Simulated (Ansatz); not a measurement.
**Response of Cd to small distortions**

```
CELL_PARAMETERS angstrom
2.97887 0.00000 0.00000
-1.48944 2.57978 0.00000
0.00000 0.00000 5.61765
ATOMIC_POSITIONS crystal
Cd 0.33333 0.66667 0.25000
Cd 0.66667 0.33333 0.75000
```

Atom numbers follow the list: Cd1, Cd2.

The conventional cell has a = 2.979 Å, b = 2.979 Å, c = 5.618 Å, α = 90.00°, β = 90.00°, γ = 120.00°. Cd (atom 1) has 12 Cd at 2.98 to 3.29 Å as nearest neighbours.

The cell is COD entry 9008490, as deposited and not checked against the literature; nothing was relaxed.

Method: Ansatz 0.2.0, DFT, PBE, all-electron PAW with datasets made for the crystal, scalar-relativistic.

Sampling and basis: a Γ-centred 16×16×7 k mesh, Fermi–Dirac smearing of 0.05 eV, cutoff 260 eV (chosen by the program for this cell), no spin polarisation.

The unchanged cell is at 2.88 GPa.

In a metal, stresses and small energies carry noise from the k mesh.

x, y and z are the Cartesian axes of the cell as listed; fractional coordinates follow a strain, and an engineering shear is twice the off-diagonal strain component.

Task: One change gave: energy change +2 meV/atom; stress change (xx, yy, zz, yz, xz, xy) 0.47, 0.47, -0.18, 0.00, 0.00, 0.00 GPa, compression positive. Which change was it?
A. z strained by -1.5 % at fixed volume
B. z strained by +1 % at fixed volume
C. atom 1 (Cd) moved by (0.1155, 0.1155, 0.1155) Å

Result: B. For z strained by -1.5 % at fixed volume: energy change -2 meV/atom; stress change (xx, yy, zz, yz, xz, xy) -0.56, -0.56, 0.21, 0.00, 0.00, 0.00 GPa, compression positive. For atom 1 (Cd) moved by (0.1155, 0.1155, 0.1155) Å: energy change +9 meV/atom; stress change (xx, yy, zz, yz, xz, xy) 0.41, 0.17, 0.33, 0.13, 0.10, 0.15 GPa, compression positive; change of the force on Cd1 (-0.029, -0.038, -0.246) eV/Å.

Task: What force constant does this one finite step give for Cd1 along its displacement (all its periodic images move with it)?

Result: k = −ΔF·u/|u|² = 0.90 eV/Å², so the force pulls the atom back.
